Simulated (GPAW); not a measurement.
# GaN (P-6m2) in GPAW: convergence with basis set

Aim: find how far basis set must go before the results for GaN settle, at PBE. This setting moves, with any that are tied to it; all else stays.

Everything below comes from runs of GPAW 26.7.0. Logs are shortened: lines on timing, memory, paths and dates and some standing lists are left out, and cuts for length are marked. The log counts tension as positive stress, the text compression.

**1. The structure**

Symmetry: P-6m2, No. 187, hexagonal system. Conventional cell: a = 2.981 Å, b = 2.981 Å, c = 2.683 Å, α = 90.00°, β = 90.00°, γ = 120.00°. Around Ga (site symmetry -6m2) lie 6 N at 2.18 Å. N (site symmetry -6m2) has 6 Ga at 2.18 Å as nearest neighbours.

The cell was built by a generator and needn't be a form met in nature.

**2. With basis set lcao:sz(dzp)**

Contents of run.py:

```python
from ase.dft.bandgap import bandgap
from ase.io import read, write
from gpaw import GPAW

atoms = read('POSCAR')

calc = GPAW(mode='lcao',
            h=0.16,
            basis='sz(dzp)',
            xc='PBE',
            kpts={'size': (8, 8, 8), 'gamma': True},
            occupations={'name': 'fermi-dirac', 'width': 0.05},
            convergence={'density': 1e-05, 'energy': 1e-05},
            maxiter=100,
            txt='gpaw.txt')
atoms.calc = calc
energy = atoms.get_potential_energy()
forces = atoms.get_forces()
calc.write('gs.gpw')
write('result.traj', atoms)
print(f'Energy: {energy:.6f} eV')
print('Forces (eV/A):')
print(forces.round(4))
print('Fermi level:', round(calc.get_fermi_level(), 4), 'eV')
print(f'Gap: {bandgap(calc)[0]:.4f} eV, direct: {bandgap(calc, direct=True)[0]:.4f} eV')
```

Contents of POSCAR:

```
GaN
1.0
    2.9806400175      0.0000000000      0.0000000000
   -1.4903200088      2.5813099747      0.0000000000
    0.0000000000      0.0000000000      2.6833700000
Ga N
1 1
Direct
    0.6666700000      0.3333300000      0.5000000000
    0.0000033333     -0.0000033333      0.0000000000
```

Potentials or basis: GPAW PAW data sets (gpaw-data 1.2.1), lcao:sz(dzp).

The run is started by

```console
$ OMP_NUM_THREADS=1 python run.py
```

Run time: 1.8 min. Hardware: 1 thread of Arm Neoverse V1, shared host; peak memory 0.15 GiB.

What came out:

```yaml
Free_energy: -9.2680 eV
Band_gap_on_the_k_mesh: none (metal or under the smearing width)
```

**3. With basis set lcao:szp(dzp)**

run.py, as its differences from that of step 2:

```diff
@@ -8,3 +8,3 @@
             h=0.16,
-            basis='sz(dzp)',
+            basis='szp(dzp)',
             xc='PBE',
```

POSCAR is that of step 2.

Potentials or basis: GPAW PAW data sets (gpaw-data 1.2.1), lcao:szp(dzp).

The run is started by

```console
$ OMP_NUM_THREADS=1 python run.py
```

Wall time 8.1 min (1 thread of Arm Neoverse V1, shared host); peak memory 0.16 GiB.

What came out:

| Property | Result |
| --- | --- |
| Free energy | -9.5271 eV |
| Band gap on the k mesh | none (metal or under the smearing width) |

**4. With basis set lcao:dz(dzp)**

run.py, as its differences from that of step 3:

```diff
@@ -8,3 +8,3 @@
             h=0.16,
-            basis='szp(dzp)',
+            basis='dz(dzp)',
             xc='PBE',
```

POSCAR is that of step 3.

Potentials or basis: GPAW PAW data sets (gpaw-data 1.2.1), lcao:dz(dzp).

The run is started by

```console
$ OMP_NUM_THREADS=1 python run.py
```

Wall time 2.5 min (1 thread of Arm Neoverse V1, shared host); peak memory 0.15 GiB.

Results:

* Free energy: -9.7370 eV
* Band gap on the k mesh: none (metal or under the smearing width)

**5. With basis set lcao:dzp**

run.py, as its differences from that of step 4:

```diff
@@ -8,3 +8,3 @@
             h=0.16,
-            basis='dz(dzp)',
+            basis='dzp',
             xc='PBE',
```

POSCAR is that of step 4.

Potentials or basis: GPAW PAW data sets (gpaw-data 1.2.1), lcao:dzp.

The run is started by

```console
$ OMP_NUM_THREADS=1 python run.py
```

It took 9 min on 1 thread of Arm Neoverse V1, shared host; peak memory 0.18 GiB.

The run converged. Its results:

```
Free energy            : -9.8602 eV
Band gap on the k mesh : none (metal or under the smearing width)
```

**6. With basis set fd**

run.py, as its differences from that of step 5:

```diff
@@ -6,5 +6,4 @@
 
-calc = GPAW(mode='lcao',
+calc = GPAW(mode='fd',
             h=0.16,
-            basis='dzp',
             xc='PBE',
@@ -12,2 +11,3 @@
             occupations={'name': 'fermi-dirac', 'width': 0.05},
+            nbands=11,
             convergence={'density': 1e-05, 'energy': 1e-05},
```

POSCAR is that of step 5.

Potentials or basis: GPAW PAW data sets (gpaw-data 1.2.1), fd.

The run is started by

```console
$ OMP_NUM_THREADS=1 python run.py
```

Run time: 42 s. Hardware: 1 thread of Arm Neoverse V1, shared host; peak memory 0.3 GiB.

It converged, with:

* Free energy: -10.4499 eV
* Band gap on the k mesh: none (metal or under the smearing width)

**7. With basis set pw**

run.py, as its differences from that of step 6:

```diff
@@ -2,3 +2,4 @@
 from ase.io import read, write
-from gpaw import GPAW
+from ase.units import GPa
+from gpaw import GPAW, PW
 
@@ -6,4 +7,3 @@
 
-calc = GPAW(mode='fd',
-            h=0.16,
+calc = GPAW(mode=PW(800),
             xc='PBE',
@@ -18,2 +18,3 @@
 forces = atoms.get_forces()
+stress = atoms.get_stress()
 calc.write('gs.gpw')
@@ -23,2 +24,3 @@
 print(forces.round(4))
+print('Stress (GPa):', (stress / GPa).round(3))
 print('Fermi level:', round(calc.get_fermi_level(), 4), 'eV')
```

POSCAR is that of step 6.

Potentials or basis: GPAW PAW data sets (gpaw-data 1.2.1), pw.

The run is started by

```console
$ OMP_NUM_THREADS=1 python run.py
```

gpaw.txt:

```text
__  _  _
 | _ |_)|_||  |
 |__||  | ||/\| - 26.7.0

Input parameters:
  mode=PW(ecut=800.0),
  convergence={'density': 1e-05, 'energy': 1e-05},
  kpts=MonkhorstPack(size=(8, 8, 8), gamma=True),
  maxiter=100,
  nbands=11,
  occupations=Occupations(name='fermi-dirac', width=0.05),
  xc=XC(name='PBE')

Diagonalizing LCAO Hamiltonian
Converting LCAO to pw mode

           Ga

       N

Atoms  # Å, Bohr magnetons
|   | symbol |        x |         y |        z |    initial magnetic moments |
|---|--------|----------|-----------|----------|-----------------------------|
| 0 |     Ga | 1.490335 |  0.860428 | 1.341685 | ( 0.0000,  0.0000,  0.0000) |
| 1 |      N | 0.000015 | -0.000009 | 0.000000 | ( 0.0000,  0.0000,  0.0000) |

Unit cell  # Å
| periodic |         x |        y |        z |  lengths |     angles |
|----------|-----------|----------|----------|----------|------------|
|      yes |  2.980640 | 0.000000 | 0.000000 | 2.980640 |  90.000000 |
|      yes | -1.490320 | 2.581310 | 0.000000 | 2.980640 |  90.000000 |
|      yes |  0.000000 | 0.000000 | 2.683370 | 2.683370 | 120.000000 |

Number of symmetries: 4
Symmetry operations  # r_c * U_cc + t_c -> r_c
|   | kind |            matrix            |
|---|------|------------------------------|
| 0 |  E   |  1, 0, 0,  0, 1, 0,  0, 0, 1 |
| 1 |  σ   |  1, 0, 0,  0, 1, 0,  0, 0,-1 |
| 2 |  σ   |  0,-1, 0, -1, 0, 0,  0, 0, 1 |
| 3 |  C2  |  0,-1, 0, -1, 0, 0,  0, 0,-1 |

BZ-sampling:
  Number of BZ points: 512
  Number of IBZ points: 105

  Monkhorst-Pack size: [8, 8, 8]
  Monkhorst-Pack shift: [0.0625, 0.0625, 0.0625]

K-points  # in reciprocal-cell coordinates
|     |                                coordinates |     weight |
|-----|--------------------------------------------|------------|
|   0 | (  0.00000000,   0.00000000,   0.00000000) | 0.00195312 |
|   1 | (  0.00000000,   0.00000000,   0.12500000) | 0.00390625 |
|   2 | (  0.00000000,   0.00000000,   0.25000000) | 0.00390625 |
|   3 | (  0.00000000,   0.00000000,   0.37500000) | 0.00390625 |
|   4 | (  0.00000000,   0.00000000,   0.50000000) | 0.00195312 |
|   5 | (  0.12500000,  -0.12500000,   0.00000000) | 0.00390625 |
|   6 | (  0.12500000,  -0.12500000,   0.12500000) | 0.00781250 |
|   7 | (  0.12500000,  -0.12500000,   0.25000000) | 0.00781250 |
|   8 | (  0.12500000,  -0.12500000,   0.37500000) | 0.00781250 |
|   9 | (  0.12500000,  -0.12500000,   0.50000000) | 0.00390625 |
| ... |                                            |            |
| 104 | (  0.50000000,   0.50000000,   0.50000000) | 0.00195312 |

Plane wave coefficients: 1076
Cutoff: 800.0 eV

Spin-components: 1 (collinear spins)
Bands:           11
Projectors:      10
Spin-degeneracy: 2
Datatype:        complex128

Parallelization:
  kpt:    1
  domain: 1
  band:   1

Density:
  Valence electrons: 8.0
  Components: 1
  Grid points: [20 20 18]
  Charge: 0.0  # |e|

Potential:
  Grid points: [20 20 18]

species:
  Ga:
    name:    Gallium
    Z:       31.0
    valence: 3
    core:    28
    charge:  0.0  # [|e|]
    compensation charges:
      type: gauss
      rc: 0.37  # [Å]
      lmax: 2
    cutoffs:
      filter: 2.06  # [Å]
      core: 4.17  # [Å]
    projectors
    | kind |    occ | energy [eV] | rcut [Å] |
    |------|--------|-------------|----------|
    |   4s |  2.000 |      -8.945 |    1.164 |
    |   4p |  1.000 |      -2.580 |    1.164 |
    |    s |        |      18.266 |    1.164 |
    |    p |        |      24.631 |    1.164 |
    |    d |        |       0.000 |    1.164 |

    Using partial waves for Ga as LCAO basis

  N:
    name:    Nitrogen
    Z:       7.0
    valence: 5
    core:    2
    charge:  0.0  # [|e|]
    compensation charges:
      type: gauss
      rc: 0.18  # [Å]
      lmax: 2
    cutoffs:
      filter: 1.11  # [Å]
      core: 0.96  # [Å]
    projectors
    | kind |    occ | energy [eV] | rcut [Å] |
    |------|--------|-------------|----------|
    |   2s |  2.000 |     -18.583 |    0.603 |
    |   2p |  3.000 |      -7.089 |    0.529 |
    |    s |        |       8.629 |    0.603 |
    |    p |        |      20.123 |    0.529 |
    |    d |        |       0.000 |    0.577 |

    Using partial waves for N as LCAO basis

Reference energy: -54366.393033  # eV

eigensolver:
  PPCG
  Converge bands: occupied
  niter=2

density mixing:
  MSR1-Mixer
  Pratt-step length: 0.05
  Maximum mixing coefficient: 0.75
  Old densities: 10
  SVD Regularization: 0.005
  Good broyden scale: 1.0
  Trust region scale: 1.0
  Backstep threshold: 4.0
  History deletion threshold: 6.0
  Fourier metric: weight=20.0, sigma=0.015

occupation numbers:
  Fermi-Dirac:
    width: 0.0500  # eV

poisson solver:
  ecut: 6400.0  # eV

xc functional:
  name: PBE with 2 nearest neighbor stencil

convergence criteria:
- Maximum integral of absolute [dens]ity change: 1e-05 electrons / valence electron
- Maximum [total energy] change in last 3 cyles: 1e-05 eV / valence electron
- Maximum integral of absolute [eigenst]ate change: 4e-08 eV^2 / valence electron
maximum number of iterations: 100

SCF iterations
|iter     | |      energy | eigst |  dens |
|---------|-|-------------|-------|-------|
|iter:   1| |  -12.174103 | -0.17 |       |
|iter:   2| |  -11.686368 | -2.09 | -0.58 |
|iter:   3| |  -10.429971 | -1.04 | -0.64 |
|iter:   4| |  -10.419340 | -3.00 | -1.37 |
|iter:   5| |  -10.417316 | -3.65 | -1.60 |
|iter:   6| |  -10.417317 | -5.57 | -2.74 |
|iter:   7| |  -10.417329c| -6.13 | -3.11 |
|iter:   8| |  -10.417329c| -8.14c| -4.13 |
|iter:   9| |  -10.417329c| -8.36c| -4.88 |
|iter:  10| |  -10.417329c| -9.04c| -5.53c|

Converged in 10 steps
Energy contributions relative to reference atoms: (reference = -54366.393033)

Energy contributions:
  Kinetic:          18.459334
  Coulomb:         -14.679032
  Zero:              0.135340
  External:          0.000000
  Xc:              -14.331260
  Entropy:          -0.003423
  Spinorbit:         0.000000
  ----------------------------
  Free energy:     -10.419041
  Extrapolated:    -10.417329

dipole moment: (-9.085627, 5.245564, -6.679707)  # |e|*Ang

Fermi level: 8.846
Eigenvalues  # (at kpt = [0.000, 0.000, 0.000])
| band index |      eig [eV] | occ [0-2] |
|------------|---------------|-----------|
|          0 |        -8.391 |     2.000 |
|          1 |         7.576 |     2.000 |
|          2 |         7.818 |     2.000 |
|          3 |         7.818 |     2.000 |
|          4 |         8.545 |     1.995 |
|          5 |        18.380 |     0.000 |
|          6 |        18.380 |     0.000 |
|          7 |        19.271 |     0.000 |
|          8 |        23.437 |     0.000 |
|          9 |        24.395 |     0.000 |
|         10 |        28.084 |     0.000 |

No gap
No difference between direct/indirect transitions

Forces  # eV/Ang
|        x |        y |       z |
|----------|----------|---------|
| -0.00000 |  0.00000 | 0.00000 |  # Ga   0
|  0.00000 | -0.00000 | 0.00000 |  # N    1

Stress tensor  # eV/Ang^3
|         x |         y |         z |
|-----------|-----------|-----------|
| -0.010975 | -0.000003 |  0.000000 |
| -0.000003 | -0.010978 |  0.000000 |
|  0.000000 |  0.000000 | -0.007233 |

# Writing to gs.gpw (mode='')
```

Run time: 21 s. Hardware: 1 thread of Arm Neoverse V1, shared host; peak memory 0.17 GiB.

Results:

```
Free energy            : -10.4190 eV
Pressure               : 1.6 GPa
Band gap on the k mesh : none (metal or under the smearing width)
```

**8. Summary**

```csv
basis set,"energy less the tightest run, at zero smearing (meV/atom)",largest force (eV/Å),SCF cycles,CPU time (s),peak memory (GiB)
lcao:sz(dzp),575.76,0.002,9,110,0.15
lcao:szp(dzp),446.25,0.002,10,490,0.16
lcao:dz(dzp),340.97,0.001,9,150,0.15
lcao:dzp,279.47,0.002,9,540,0.18
fd,-15.44,0.002,10,42,0.3
pw,0.00,0.000,10,21,0.17
```

Against the tightest run, the largest force stays within 0.005 eV/Å from lcao:sz(dzp) on. Not settled before the last step: the energy (to 1 meV/atom). The tightest run that finished is the yardstick and may itself not be fully converged.
